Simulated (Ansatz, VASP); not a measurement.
## FeO: VASP beside Ansatz

Contents of INCAR:

```
ALGO = Normal
EDIFF = 1E-7
ENCUT = 520
GGA = PE
ISIF = 2
ISMEAR = -1
ISPIN = 2
LASPH = T
LCHARG = F
LMAXMIX = 4
LORBIT = 11
LREAL = F
LWAVE = F
MAGMOM = 3 3 0 0
NBANDS = 26
NELM = 120
PREC = Accurate
SIGMA = 0.05
```

KPOINTS

```
k-points
0
Gamma
  10 10 5
```

POSCAR

```
FeO
1.0
    2.7176602847     -1.5444905900      0.0000000000
    2.7176602847      1.5444905900      0.0000000000
   -0.2373943931      0.0000000000      5.3387918073
Fe O
2 2
Direct
    0.0000000000      0.0000000000      0.5000000000
    0.0000000000      0.0000000000      0.0000000000
    0.3354670000      0.3354670000      0.7442990000
    0.6645330000      0.6645330000      0.2557010000
```

File input.yaml:

```yaml
crystal:
  lattice:
    - [2.7176602847, -1.54449059, 0.0]
    - [2.7176602847, 1.54449059, 0.0]
    - [-0.2373943931, 0.0, 5.3387918073]
  atoms:
    - { symbol: Fe, position: [0.0, 0.0, 0.5], spin: 3.0 }
    - { symbol: Fe, position: [0.0, 0.0, 0.0], spin: 3.0 }
    - { symbol: O, position: [0.335467, 0.335467, 0.744299] }
    - { symbol: O, position: [0.664533, 0.664533, 0.255701] }
hamiltonian:
  xc: pbe
  pseudopotentials: { kind: paw }
magnetization:
  spin_polarized: true
kpoints:
  mp_grid: { grid: [10, 10, 5] }
scf:
  occupations: { method: fermi_dirac, width: 0.05 }
output:
  forces: true
  stress: true
  eigenvalues: true
```

Change from the starting cell: volume scaled by 1.04.

Alike in both runs: task single point; functional PBE; k mesh 10 × 10 × 5; occupations fermi-dirac, width 0.05 eV; collinear spin, ferromagnetic start.

|  | VASP | Ansatz |
| --- | --- | --- |
| version | VASP 6.6.1 | Ansatz 0.2.0 |
| potentials or method | VASP PAW PBE potentials, release 64 (Fe, O) | Ansatz PAW |
| plane-wave cutoff (eV) | 520 | 420 |
| valence electrons in the cell | 28 | 44 |

|  | VASP | Ansatz | Ansatz less VASP |
| --- | --- | --- | --- |
| gap on the k mesh at the Fermi level (eV) | none | none | - |
| pressure (GPa) | -14.8 | -14.7 | +0.09 |
| largest component of the traceless stress (GPa) | 1.57 | 1.59 | +0.024 |
| rms of the force components (eV/Å) | 0.065 | 0.061 | -0.0034 |
| net moment per atom (μB) | 2.00 | 2.00 | 0.000 |
| size of the moment on the site where the two differ most (μB) | 3.62 | 3.47 | -0.144 |

Site moments also hang on the region over which each program counts them. Atom by atom the forces differ by 0.003 eV/Å (rms over components). A gap of «none» marks a metal or a gap that the smearing closes. The two sets of potentials don't hold the same shells in valence.

Caveats: semilocal functionals often make such compounds metallic where correlation or magnetic order opens a gap, which also shifts bond lengths; only a ferromagnetic start was run, and an antiferromagnetic order may lie lower in energy; the pressure holds a Pulay correction of +0.6 GPa for the finite cutoff (Ansatz).
